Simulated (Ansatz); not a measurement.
Input, command and steps of an Ansatz relaxation.

```yaml
crystal:
  lattice:
    - [4.9249271972, 0.0, 0.0]
    - [-2.4624635986, 4.2651120646, 0.0]
    - [0.0, 0.0, 3.0093490525]
  atoms:
    - { symbol: Ta, position: [0.0, 0.0, 0.0] }
    - { symbol: Ta, position: [0.3333333333, 0.6666666667, 0.5] }
    - { symbol: Ta, position: [0.6666666667, 0.3333333333, 0.5] }
    - { symbol: "N", position: [0.5, 0.0, 0.0] }
    - { symbol: "N", position: [0.5, 0.5, 0.0] }
    - { symbol: "N", position: [0.0, 0.5, 0.0] }
basis:
  ecutwfc: 500
kpoints:
  mp_grid: { grid: [12, 12, 12] }
hamiltonian:
  xc: r2scan
scf:
  occupations: { method: gaussian, width: 0.1 }
output:
  forces: true
  stress: true
  eigenvalues: true
relax:
  adjacent_minimum: "off"
  f_tol: 0.008
  max_steps: 40
  cell: { stress_tol: 0.015, fix: [a, b, gamma] }
```

```bash
ansatz run input.yaml --threads 1 --pin off --max-ram 2560MiB --backend cpu --events-out ev --progress --plain --runs-dir out
```

The calculation used Ansatz 0.2.0, DFT r2SCAN, scalar-relativistic, plane waves, PAW.

Of 5 frames 4 are shown, positions in Å and forces in eV/Å; the SCF threshold varies from step to step. Steps run on the plane waves of an earlier cell, with a Pulay correction in the pressure. The basis is chosen afresh for the last frame, the zero of the energies, and at times for earlier ones too; energy and pressure step there, also at an unchanged geometry.

```xyz
6
Lattice="4.9249 0.0000 0.0000 -2.4625 4.2651 0.0000 0.0000 0.0000 3.0093" Properties=species:S:1:pos:R:3:forces:R:3 pbc="T T T" step=1 free_energy_over_end_meV_per_atom=1.30 pressure_GPa=25.32
Ta    0.0000    0.0000    0.0000    0.0000    0.0000    0.0000
Ta    0.0000    2.8434    1.5047    0.0000    0.0000    0.0000
Ta    2.4625    1.4217    1.5047    0.0000    0.0000    0.0000
N     2.4625    0.0000    0.0000    0.0000    0.0000    0.0000
N     1.2312    2.1326    0.0000    0.0000    0.0000    0.0000
N    -1.2312    2.1326    0.0000    0.0000    0.0000    0.0000
6
Lattice="4.9249 0.0000 0.0000 -2.4625 4.2651 0.0000 0.0000 0.0000 3.0335" Properties=species:S:1:pos:R:3:forces:R:3 pbc="T T T" step=2 free_energy_over_end_meV_per_atom=0.07 pressure_GPa=21.39
Ta    0.0000    0.0000    0.0000    0.0000    0.0000    0.0000
Ta    0.0000    2.8434    1.5168    0.0000    0.0000    0.0000
Ta    2.4625    1.4217    1.5168    0.0000    0.0000    0.0000
N     2.4625    0.0000    0.0000    0.0000    0.0000    0.0000
N     1.2312    2.1326    0.0000    0.0000    0.0000    0.0000
N    -1.2312    2.1326    0.0000    0.0000    0.0000    0.0000
6
Lattice="4.9249 0.0000 0.0000 -2.4625 4.2651 0.0000 0.0000 0.0000 3.0311" Properties=species:S:1:pos:R:3:forces:R:3 pbc="T T T" step=3 free_energy_over_end_meV_per_atom=0.04 pressure_GPa=21.78
Ta    0.0000    0.0000    0.0000    0.0000    0.0000    0.0000
Ta    0.0000    2.8434    1.5155    0.0000    0.0000    0.0000
Ta    2.4625    1.4217    1.5155    0.0000    0.0000    0.0000
N     2.4625    0.0000    0.0000    0.0000    0.0000    0.0000
N     1.2312    2.1326    0.0000    0.0000    0.0000    0.0000
N    -1.2312    2.1326    0.0000    0.0000    0.0000    0.0000
6
Lattice="4.9249 0.0000 0.0000 -2.4625 4.2651 0.0000 0.0000 0.0000 3.0310" Properties=species:S:1:pos:R:3:forces:R:3 pbc="T T T" step=5 free_energy_over_end_meV_per_atom=0.00 pressure_GPa=21.80
Ta    0.0000    0.0000    0.0000    0.0000    0.0000    0.0000
Ta    0.0000    2.8434    1.5155    0.0000    0.0000    0.0000
Ta    2.4625    1.4217    1.5155    0.0000    0.0000    0.0000
N     2.4625    0.0000    0.0000    0.0000    0.0000    0.0000
N     1.2312    2.1326    0.0000    0.0000    0.0000    0.0000
N    -1.2312    2.1326    0.0000    0.0000    0.0000    0.0000
```

The run took 100 s on 1 thread of Intel(R) Xeon(R) Platinum 8488C (Sapphire Rapids) (shared host), peak memory 0.74 GiB.

Spin–orbit coupling is left out, which can shift energies with elements as heavy as these.